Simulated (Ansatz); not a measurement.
CdS: the change of pressure with volume scale

Results calculated with Ansatz 0.2.0, not measured. Periodic Kohn-Sham DFT of a crystal at fixed atoms, scaled to volume_scale times the given cell; pressure positive in compression, energy less spherical unpolarised free atoms, largest_vzz the field gradient of largest size among the nuclei.

The cell before it is scaled or strained (space group F-43m, No. 216):
```
cell vectors (Å)
   0.0000     2.9430     2.9430
   2.9430     0.0000     2.9430
   2.9430     2.9430     0.0000
atoms (fractions of the cell vectors)
Cd  0.00000  0.00000  0.00000
S   0.75000  0.75000  0.75000
```

Settings of every row: method frozen-core PAW; functional PBE; relativity scalar; k mesh 7x7x7; filling fermi-dirac; smearing width 0.02 eV; wave cutoff 420 eV; paw set soft_2.

Atom start moment: 0 on all atoms.

```
row  volume scale  V (Å³/atom)  pressure (GPa)
  1          0.94       23.961           5.331
  2          0.99       25.235           1.764
  3             1       25.489            1.16
  4          1.01       25.745            0.59
  5          1.06       27.019               ?
```

Question: what pressure should row 5 give?

Worked fit of pressure. Take u = (V_r/V)^(2/3) − 1 with V_r = 25.362 Å³ an atom, which is twice the finite (Eulerian) strain; such expansions in the strain, on which the Birch-Murnaghan equation of state is built, carry the rest volume and the bulk modulus. The shown rows have u = 0.03861, 0.00335, -0.00332, -0.00994. Least squares give pressure = 1.4581 + 90.062 × u + 265.41 × u² GPa; a straight line predicts inner rows, each left out in turn, worse (root mean square 0.069 against 0.0043 GPa). The rows lie off it by 0.000, 0.001, -0.002, 0.001. The withheld row has u = -0.04131, so the fit gives 1.4581 + 90.062 × (-0.04131) + 265.41 × (-0.04131)² = -1.809 GPa.

The calculation gave -1.841 GPa. The fit lies 0.032 GPa (1.7 % of the value, 0.45 % of the column's range) above it; its largest miss of a shown row is 0.002 GPa. This row lies beyond the range of the fit.
